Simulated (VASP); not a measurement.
**Se: equation of state with PBEsol**

The system is Se.

```
Se
1.0
     4.01733    0.00000    0.00000
    -2.00867    3.47911    0.00000
     0.00000    0.00000    5.14157
Se
3
Direct
  0.74924 0.74924 0.00000
  0.00000 0.25076 0.66667
  0.25076 0.00000 0.33333
```

| Item | Value |
| --- | --- |
| Program | VASP 6.6.1 |
| Task | equation of state |
| Functional | PBEsol |
| Potentials or basis | VASP PAW PBE potentials, release 64 (Se) |
| Cutoff | 520 eV |
| k mesh | 6 × 6 × 6 |
| Occupations | gaussian, width 0.02 eV |
| Spin | no spin polarisation |

```json
{"Equilibrium volume": "23.97 Å³/atom", "Bulk modulus at fixed shape and positions": "69 GPa", "Pressure derivative of the bulk modulus": "4.5 (rough: it moves with the points fitted)"}
```

Energy against volume, from the lowest point:
| volume (Å³/atom) | energy (meV/atom) |
| --- | --- |
| 22.996 | 9.19 |
| 23.475 | 2.28 |
| 23.954 | 0.00 |
| 24.433 | 1.87 |
| 24.912 | 7.45 |

All runs of the series together: 2.4 min on 1 thread of Intel(R) Xeon(R) Platinum 8259CL CPU @ 2.50GHz (Skylake/Cascade Lake), with other jobs on the host.

Caveat: the cell was scaled at fixed shape and fractional positions, which overstates the stiffness of a crystal with free parameters, most of all of layers and chains; the PAW data sets were made with another functional, which shifts forces and pressure a little.
